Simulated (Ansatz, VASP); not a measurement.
# One calculation of CdF, two programs

```xyz
2
Lattice="0.0000 2.6940 2.6940 2.6940 0.0000 2.6940 2.6940 2.6940 0.0000" Properties=species:S:1:pos:R:3 pbc="T T T"
Cd    0.0000    0.0000    0.0000
F     4.0410    4.0410    4.0410
```

Alike in both runs: task single point; functional PBE; k mesh 6 × 6 × 6; occupations gaussian, width 0.1 eV; no spin polarisation.

|  | VASP | Ansatz |
| --- | --- | --- |
| version | VASP 6.6.1 | Ansatz 0.2.0 |
| potentials or method | VASP PAW PBE potentials, release 64 (Cd, F) | scalar-relativistic, plane waves, PAW |
| plane-wave cutoff (eV) | 520 | 420 |
| valence electrons in the cell | 19 | 27 |

```csv
,VASP,Ansatz,Ansatz less VASP
gap on the k mesh at the Fermi level (eV),none,none,-
pressure (GPa),3.7,3.3,-0.36
```

A gap of «none» marks a metal or a gap that the smearing closes. The two sets of potentials don't hold the same shells in valence.

Caveats: an odd number of electrons without spin polarisation forces a metal; a magnetic or distorted state may lie lower.
